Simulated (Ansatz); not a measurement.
# CoO (I4/mmm) in Ansatz: a series of runs, part 2 of 2

Ansatz 0.2.0. Earlier steps stand in the parts before.

### Step 3. Single point, PBEsol, collinear spin, ferromagnetic start

Input file input.yaml:

```yaml
crystal:
  lattice:
    - [-1.508, 1.508, 2.1072475377]
    - [1.508, -1.508, 2.1072475377]
    - [1.508, 1.508, -2.1072475377]
  atoms:
    - { symbol: Co, position: [0.0, 0.0, 0.0], spin: 0.5 }
    - { symbol: O, position: [0.5, 0.5, 0.0] }
hamiltonian:
  xc: pbesol
  pseudopotentials: { kind: paw }
magnetization:
  spin_polarized: true
  initial_magnetization: 0.5
  spin_locking: { lock_magnetization: hard }
kpoints:
  mp_grid: { grid: [10, 10, 10] }
scf:
  occupations: { method: fermi_dirac, width: 0.05 }
  lower_state_search: "off"
output:
  forces: true
  stress: true
  eigenvalues: true
```

Potentials or basis: Ansatz PAW.

On the command line:

```
ansatz run input.yaml --threads 2 --pin off --max-ram 5632MiB --backend cpu --events-out ev --progress --plain --runs-dir out
```

The program printed:

```text
Warning: output.stress: scf.convergence.dr2_threshold = 1e-7 eV (the SCF's general default) is looser than the 2e-10 eV advised for a printed stress (1e-10 eV for each atom of the cell: 2). What an SCF threshold leaves in a stress goes as its square root, and in the free energy as the threshold itself, and one threshold admits the most on a small cell: of the crystals measured, under no hybrid functional and no lock of the moments, on runs that ended without the residual-converged pass, on stresses that held no estimate of that error, the worst erred by over 100 MPa in a component at 1e-7 eV an atom and by under 5 at 1e-10. Set scf.convergence.dr2_threshold to 2e-10 eV or tighter. The threshold is an SCF's pass mark: one that does not reach it within its budget of iterations ends unconverged, or closes short of it on a stop that the run arms, and scf.convergence.dr2_threshold's page says what that costs each kind of run
Warning: RAYON_NUM_THREADS=2 ignored (pool sized by the plan → 2); use --threads N
Engine: ansatz 0.2.0, x86_64-unknown-linux-gnu
Pseudopotentials: kind: paw
Pseudopotential: Co, paw, valence charge 17, recommended cutoff 420 eV (normal), Co.paw.azcp
Pseudopotential: O, paw, valence charge 6, recommended cutoff 420 eV (normal), O.paw.azcp
Functional definition: PBEsol
  exchange = pbesol_x
  correlation = pbesol_c
Crystal: 2 atoms, lattice volume = 19.168 Å³
Basis set: ecut = 420 eV, 339 PW (Γ), exchange–correlation on 48×48×48 points (8 copies of the dense FFT grid, shifted against one another)
Bands: 16, of which v1, the nominal top of the filled ones, is band 12 counted from 1 (11 counted from 0)
Symmetry: 16 space group operations
Space group: I4/mmm (ITA 139), of the structure as read, at distance tolerance 2.7e-5 Å
Magnetic group: BNS 139.531 (UNI 1191), of the structure as read, at distance tolerance 2.7e-5 Å
k-points: 102 of 1000
Non-local potential: Co, projectors of the file, l = 0: 3, l = 1: 2, l = 2: 3, l = 3: 1
Non-local potential: O, projectors of the file, l = 0: 2, l = 1: 2, l = 2: 1
PAW form: soft (Blöchl's): semilocal exchange-correlation on the pseudo side does not see the compensation charge
PAW frozen core: Co, regenerated for the run's functional, and the local potential with it (the file was generated under x = pbe(κ = 0.804, μ = 0.2195149727645171), c = pbe(β = 0.06672455060314922))
PAW frozen core: O, regenerated for the run's functional, and the local potential with it (the file was generated under x = pbe(κ = 0.804, μ = 0.2195149727645171), c = pbe(β = 0.06672455060314922))
PAW one-centre angular grid: Co, 590 points (default); XC on 64 Gauss nodes
PAW one-centre angular grid: O, 110 points (default); XC on 64 Gauss nodes
Initial density: superposition of atomic densities (chi_scale 0.1, normalization cell, long waves kept (reshape's long-wave potential 0.00 eV rms))
Starting moments: Σ|m| = 0.5 μB on 1 of 2 sites
Initial wavefunctions: pseudopotential atomic-orbital guess
Functional: x = pbesol(κ = 0.804, μ = 0.12345679012345678), c = pbesol(β = 0.046)
[... 18 lines left out ...]
SCF 1 converged in 15 iterations: F = -5651.826023 eV  dr2 = 1.37e-8
SCF converged after 15 iterations
Stability checked in part: among states of this total moment the steps that led to this state did not find it unstable. No probe was made; neither looks for a lower state of another moment (fixed_total_moment; see scf.lower_state_search)
Magnetization: 0.5000 μB (11.7500 up, 11.2500 down)
Absolute magnetization: 0.5232 μB (∫|ρ↑−ρ↓|, with the PAW one-centre terms)
Spin contamination: 0.0476 ħ² per cell (⟨S²⟩ above its minimum at these occupations)
Per-site moments (μB) at R_I (Å): [(0.4761689491644473, 0.86923960930125), (-0.008159748447027817, 0.86923960930125)]
Free energy (F): -5651.826023 eV
Harris-Foulkes:  -5651.826023 eV  (|F-HF|=1.34e-8)
Internal energy: -5651.792978 eV  (E = F + TS)
E sigma→0 (E₀):  -5651.809500 eV
Entropy (-TS):   -0.033046 eV (-16.523 meV/atom)
Fermi energy:    13.662390 (↑ 13.511036, ↓ 13.813744) eV
--- Per-component energies (eV) ---
  E_band       = -297.903367
  E_kinetic    = 618.094371
  E_local      = -3427.524673  (includes V_loc(G=0)·N_el)
  E_nonlocal   = 516.065328
  E_hartree    = 1407.986684
  E_xc         = -226.067662
  E_vxc        = -292.039172  (∫ρ·V_xc dr)
  E_paw        = -1638.581779  (= ΣΔE_a)
  E_vpaw       = -528.470978  (= ΣTr[D̂ρ^β])
  E_aug_tail   = 0.002475  (compensation charges beyond the density's cutoff)
  E_ewald      = -2901.991429
  E_core_change = 0.223707  (= ΣΔE_core)
  E_smearing   = -0.033046  (= −TS)
  E_closure    = 0.000000  (closes the sum)
  Σ components = -5651.826023   (vs F -5651.826023, Δ=0.00e0)
--- Forces (eV/Å), atoms counted from 1 ---
  atom   1  Co    -0.00000000    -0.00000000    -0.00000000
  atom   2  O      0.00000000     0.00000000     0.00000000
  max |Σ_I F_I| component: 2.33e-29 eV/Å
--- Stress (GPa, compression-positive) ---
      -26.513118       0.000000      -0.000000
        0.000000     -26.513118       0.000000
        0.000000       0.000000     -26.171664
  P = ⅓ Tr σ = -26.3993 GPa (-263.993 kbar)
--- Band table (eV; the first three rows and the last of 204) ---
  k-point 0 ↑: bands = ["-80.9044", "-44.3619", "-44.3330", "-44.3330", "-6.6818", "10.2809", "10.3221", "10.3221", "12.1499", "12.1499", "12.1540", "12.1589", "12.2176", "14.8702", "30.4564", "32.1387"]
  k-point 1 ↑: bands = ["-80.9040", "-44.3635", "-44.3370", "-44.3345", "-6.5482", "9.1486", "10.0158", "10.0641", "12.0431", "12.1958", "12.4634", "12.5218", "12.7877", "15.7756", "28.9725", "31.1357"]
  k-point 2 ↑: bands = ["-80.9026", "-44.3677", "-44.3471", "-44.3384", "-6.2065", "7.7055", "9.5863", "9.6461", "11.7689", "12.2966", "12.9789", "13.0206", "13.2206", "17.7230", "27.5229", "28.2975"]
  k-point 101 ↓: bands = ["-80.3016", "-43.8226", "-43.7623", "-43.7623", "-5.3910", "6.7509", "9.1112", "9.1112", "11.3294", "13.4880", "13.6750", "13.6750", "13.9125", "20.1958", "23.5986", "25.8806"]
```

Run time: 7.8 s. Hardware: 2 threads of AMD EPYC, shared host; peak memory 0.36 GiB.

What came out:

```yaml
Free_energy: -5651.8260 eV
Pressure: -26.4 GPa
Net_moment: 0.50 μB per cell
Absolute_moment: 0.52 μB per cell
Site_moments: Co +0.48; O -0.01 μB
```

Stress tensor (GPa, compression positive):
```
-26.51   0.00   0.00
  0.00 -26.51   0.00
  0.00   0.00 -26.17
```

Caveat: the pressure holds a Pulay correction of +0.7 GPa for the finite cutoff; the total moment is fixed, so each spin has its own Fermi level; a cell with one magnetic atom can't hold antiferromagnetic order, which such compounds often take; the PAW data sets come from PBE, with cores solved anew for the run's functional, which leaves a small shift of forces and pressure; the thresholds are loose for stress.

### Step 4. Single point, PBEsol, collinear spin, ferromagnetic start

input.yaml, as its differences from that of step 3:

```diff
@@ -6,3 +6,3 @@
   atoms:
-    - { symbol: Co, position: [0.0, 0.0, 0.0], spin: 0.5 }
+    - { symbol: Co, position: [0.0, 0.0, 0.0], spin: 1.0 }
     - { symbol: O, position: [0.5, 0.5, 0.0] }
@@ -13,3 +13,3 @@
   spin_polarized: true
-  initial_magnetization: 0.5
+  initial_magnetization: 1.0
   spin_locking: { lock_magnetization: hard }
@@ -24 +24,5 @@
   eigenvalues: true
+  write_density: true
+  write_potential: true
+  elf: true
+  volumetric_format: npy
```

On the command line:

```
ansatz run input.yaml --threads 2 --pin off --max-ram 5632MiB --backend cpu --events-out ev --progress --plain --runs-dir out
```

Run time: 7.6 s. Hardware: 2 threads of AMD EPYC, shared host; peak memory 0.38 GiB.

It converged, with:

```yaml
Free_energy: -5651.9251 eV
Pressure: -24.5 GPa
Net_moment: 1.00 μB per cell
Absolute_moment: 1.02 μB per cell
Site_moments: Co +0.94; O -0.00 μB
```

Stress tensor (GPa, compression positive):
```
-24.68   0.00   0.00
  0.00 -24.68   0.00
  0.00   0.00 -24.05
```

Caveat: the pressure holds a Pulay correction of +0.7 GPa for the finite cutoff; the total moment is fixed, so each spin has its own Fermi level; a cell with one magnetic atom can't hold antiferromagnetic order, which such compounds often take; the PAW data sets come from PBE, with cores solved anew for the run's functional, which leaves a small shift of forces and pressure; the thresholds are loose for stress.

### Step 5. Single point, PBEsol, collinear spin, ferromagnetic start

input.yaml, as its differences from that of step 4:

```diff
@@ -6,3 +6,3 @@
   atoms:
-    - { symbol: Co, position: [0.0, 0.0, 0.0], spin: 1.0 }
+    - { symbol: Co, position: [0.0, 0.0, 0.0], spin: 1.5 }
     - { symbol: O, position: [0.5, 0.5, 0.0] }
@@ -13,3 +13,3 @@
   spin_polarized: true
-  initial_magnetization: 1.0
+  initial_magnetization: 1.5
   spin_locking: { lock_magnetization: hard }
```

Potentials or basis: Ansatz PAW.

On the command line:

```
ansatz run input.yaml --threads 2 --pin off --max-ram 5632MiB --backend cpu --events-out ev --progress --plain --runs-dir out
```

The program printed:

```text
Warning: output.stress: scf.convergence.dr2_threshold = 1e-7 eV (the SCF's general default) is looser than the 2e-10 eV advised for a printed stress (1e-10 eV for each atom of the cell: 2). What an SCF threshold leaves in a stress goes as its square root, and in the free energy as the threshold itself, and one threshold admits the most on a small cell: of the crystals measured, under no hybrid functional and no lock of the moments, on runs that ended without the residual-converged pass, on stresses that held no estimate of that error, the worst erred by over 100 MPa in a component at 1e-7 eV an atom and by under 5 at 1e-10. Set scf.convergence.dr2_threshold to 2e-10 eV or tighter. The threshold is an SCF's pass mark: one that does not reach it within its budget of iterations ends unconverged, or closes short of it on a stop that the run arms, and scf.convergence.dr2_threshold's page says what that costs each kind of run
Warning: RAYON_NUM_THREADS=2 ignored (pool sized by the plan → 2); use --threads N
[... 6 set-up lines as earlier in the session ...]
[... 63 lines left out ...]
--- Forces (eV/Å), atoms counted from 1 ---
  atom   1  Co    -0.00000000    -0.00000000     0.00000000
  atom   2  O      0.00000000     0.00000000     0.00000000
  max |Σ_I F_I| component: 2.42e-29 eV/Å
--- Stress (GPa, compression-positive) ---
      -21.366279       0.000000       0.000000
        0.000000     -21.366279       0.000000
        0.000000      -0.000000     -20.987404
  P = ⅓ Tr σ = -21.2400 GPa (-212.400 kbar)
--- Band table (eV; the first three rows and the last of 204) ---
  k-point 0 ↑: bands = ["-81.5695", "-45.0153", "-44.9835", "-44.9835", "-6.5936", "10.3927", "10.4324", "10.4324", "11.5117", "11.5254", "11.6573", "11.6573", "11.7355", "14.8181", "30.4518", "32.0094", "32.0094"]
  k-point 1 ↑: bands = ["-81.5691", "-45.0169", "-44.9873", "-44.9849", "-6.4583", "9.1092", "10.0749", "10.1242", "11.5577", "11.5580", "12.0145", "12.0813", "12.2797", "15.7369", "28.8960", "31.0114", "31.1067"]
  k-point 2 ↑: bands = ["-81.5678", "-45.0209", "-44.9970", "-44.9886", "-6.1123", "7.6553", "9.6255", "9.6858", "11.3023", "11.6530", "12.5264", "12.5785", "12.7153", "17.6783", "27.4036", "28.1290", "29.8664"]
  k-point 101 ↓: bands = ["-79.8706", "-43.4052", "-43.3377", "-43.3377", "-5.1930", "6.8852", "9.2927", "9.2927", "11.5443", "13.9736", "13.9736", "14.0298", "14.4330", "20.3420", "23.7226", "25.9812", "29.7585"]
```

v_z.tsv:

```text
# z_ang	v_es[eV]	v_tot_up[eV]	v_tot_dn[eV]
# format = ansatz-planar-average/11
# xc	pbesol
# density_cutoff_ev	1680
# datasets	Co=:simpson_from_first_knot:soft:shift=-648408	O=:simpson_from_first_knot:soft:shift=-234619
# lattice	-1.508000000	1.508000000	2.107247538
# lattice	1.508000000	-1.508000000	2.107247538
# lattice	1.508000000	1.508000000	-2.107247538
# sites	2
# site	27	0.000000000	0.000000000	0.000000000
# site	8	0.000000000	0.000000000	2.107247538
0.000000	-4.954566e0	-2.112608e1	-2.069089e1
0.124921	-4.544307e0	-2.060227e1	-2.019779e1
0.249842	-3.360789e0	-1.906401e1	-1.872671e1
0.374763	-1.538187e0	-1.666851e1	-1.640672e1
0.499684	7.507799e-1	-1.365753e1	-1.347204e1
0.624605	3.361852e0	-1.020046e1	-1.006430e1
[... 16 lines left out ...]
2.748261	-3.360789e0	-1.906401e1	-1.872671e1
2.873182	-4.544307e0	-2.060227e1	-2.019779e1
```

Run time: 8 s. Hardware: 2 threads of AMD EPYC, shared host; peak memory 0.38 GiB.

Results:

* Free energy: -5652.0350 eV
* Pressure: -21.2 GPa
* Net moment: 1.50 μB per cell
* Absolute moment: 1.51 μB per cell
* Site moments: Co +1.38; O +0.04 μB

Caveat: the pressure holds a Pulay correction of +0.8 GPa for the finite cutoff; the total moment is fixed, so each spin has its own Fermi level; a cell with one magnetic atom can't hold antiferromagnetic order, which such compounds often take; the PAW data sets come from PBE, with cores solved anew for the run's functional, which leaves a small shift of forces and pressure; the thresholds are loose for stress.

### Step 6. Summary

| spin | fixed moment (μB) | pressure (GPa) | moment (μB) |
| --- | --- | --- | --- |
| collinear, program default start | 0.0 | -26.9 | 0.00 |
| collinear, ferromagnetic start | 0.5 | -26.4 | 0.50 |
| collinear, ferromagnetic start | 1.0 | -24.5 | 1.00 |
| collinear, ferromagnetic start | 1.5 | -21.2 | 1.50 |

Alike in all rows: task single point; level PBEsol; potentials or basis Ansatz PAW; cell as given; k mesh 10 × 10 × 10; cutoff (eV) 420; smearing fermi-dirac 0.05 eV.

Caveats: the total moment is fixed, so each spin has its own Fermi level; the PAW data sets come from PBE, with cores solved anew for the run's functional, which leaves a small shift of forces and pressure; the thresholds are loose for stress; a cell with one magnetic atom can't hold antiferromagnetic order, which such compounds often take (some runs).

Total energies depend on the potentials used, so only differences within one code and one set of settings carry meaning.
